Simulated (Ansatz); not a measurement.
## SnTe: a sublattice moved along a line

Level of theory: DFT PBEsol, scalar-relativistic, plane waves, PAW (Ansatz 0.2.0). Settings: plane waves to 420 eV, k-mesh 10×10×10 (Γ-centred), Gaussian smearing 0.03 eV. Spin–orbit coupling is left out, which matters for the heavy elements here. No spin polarisation. Energies are free energies at this smearing, counted from the undisturbed cell; pressure is positive in compression.

Reference structure (as given, not relaxed at this level; it stands at -0.5 GPa):

```
Sn Te
1.0
     0.00000    3.15650    3.15650
     3.15650    0.00000    3.15650
     3.15650    3.15650    0.00000
Sn Te
1 1
Direct
  0.00000 0.00000 0.00000
  0.50000 0.50000 0.50000
```

Every Te atom is moved by x along the Cartesian unit vector (0.577, 0.577, 0.577); the cell and all other atoms stay fixed.

```tsv
x (Å)	ΔE (meV/cell)	force along x on the moved atoms (eV/Å)	pressure (GPa)	gap on the mesh (eV)
-0.5000	159.1	1.01	2.6	0.47
-0.2500	15.3	0.22	0.3	0.28
0.0000	0.0	0.00	-0.5	0.13
0.0625	0.0	-0.01	-0.5	0.15
0.1250	1.2	-0.04	-0.3	0.19
0.1875	5.5	-0.11	?	?
0.3125	33.4	-0.37	0.7	0.33
0.3750	62.2	-0.56	?	?
0.4375	103.6	-0.77	1.9	0.42
```

By symmetry 0.5000 repeats -0.5000, -0.3750 repeats 0.3750, 0.2500 repeats -0.2500, -0.1250 repeats 0.1250 in energy, with the opposite slope along the path.

**Question.** Give the withheld values.

**Answer.** pressure (GPa) at x (Å) = 0.1875: -0.1; gap on the mesh (eV) at x (Å) = 0.1875: 0.24; pressure (GPa) at x (Å) = 0.3750: 1.3; gap on the mesh (eV) at x (Å) = 0.3750: 0.37.